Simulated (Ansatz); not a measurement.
Ansatz input file:

```yaml
crystal:
  lattice:
    - [-1.8706723348, 1.8706723348, 1.8706723348]
    - [1.8706723348, -1.8706723348, 1.8706723348]
    - [1.8706723348, 1.8706723348, -1.8706723348]
  atoms:
    - { symbol: In, position: [0.0, 0.0, 0.0] }
basis:
  ecutwfc: 420
kpoints:
  mp_grid: { grid: [16, 16, 16] }
hamiltonian:
  xc: pbe
scf:
  occupations: { method: gaussian, width: 0.1 }
output:
  forces: true
  stress: true
  eigenvalues: true
```

Launched with
```bash
ansatz run input.yaml --threads 1 --pin off --max-ram 2560MiB --backend cpu --events-out ev --progress --plain --runs-dir out
```

These are results of Ansatz 0.2.0, DFT PBE, scalar-relativistic, plane waves, PAW, not measurements.

Abridged output (final results; tables in files aren't shown):

```
SCF 1 converged in 7 iterations: F = -5597.822137 eV  dr2 = 5.89e-8
SCF converged after 7 iterations
Free energy (F): -5597.822137 eV
Harris-Foulkes:  -5597.822137 eV  (|F-HF|=7.29e-8)
Internal energy: -5597.818489 eV  (E = F + TS)
E sigma→0 (E₀):  -5597.820313 eV
Entropy (-TS):   -0.003648 eV (-3.648 meV/atom)
Fermi energy:    10.264927 eV
--- Per-component energies (eV) ---
  E_band       = -23.512504
  E_kinetic    = 241.417642
  E_local      = -1075.052681  (includes V_loc(G=0)·N_el)
  E_nonlocal   = 366.016748
  E_hartree    = 421.445019
  E_xc         = -216.150974
  E_vxc        = -100.166056  (∫ρ·V_xc dr)
  E_paw        = -4151.933108  (= ΣΔE_a)
  E_vpaw       = -298.627178  (= ΣTr[D̂ρ^β])
  E_aug_tail   = 0.000026  (compensation charges beyond the density's cutoff)
  E_ewald      = -1183.561161
  E_smearing   = -0.003648  (= −TS)
--- Forces (eV/Å), atoms counted from 1 ---
  atom   1  In     0.00000000     0.00000000     0.00000000
--- Stress (GPa, compression-positive) ---
        2.472813       0.000000       0.000000
        0.000000       2.472813       0.000000
        0.000000       0.000000       2.472813
  P = ⅓ Tr σ = 2.4728 GPa (24.728 kbar)
--- Band table (eV; the first three rows and the last of 145) ---
  k-point 0: bands = ["-4.4325", "-4.4325", "-4.4325", "-4.1552", "-4.1552", "0.7157", "21.3601", "21.3601", "21.3601", "23.2387", "23.2387"]
  k-point 1: bands = ["-4.4368", "-4.4285", "-4.4162", "-4.1598", "-4.1554", "0.8061", "20.4044", "20.9020", "21.1366", "22.6151", "22.8985"]
  k-point 2: bands = ["-4.4490", "-4.4188", "-4.3694", "-4.1719", "-4.1558", "1.0789", "18.3594", "19.9517", "20.5151", "22.0164", "22.2878"]
  k-point 144: bands = ["-4.5412", "-4.5412", "-4.0245", "-4.0245", "-4.0245", "11.2834", "11.5139", "11.5139", "11.5139", "15.5248", "15.5248"]
```

The run converged.

The run took 2.5 s on 1 thread of Arm Neoverse V1, on a shared host, peak memory 0.31 GiB.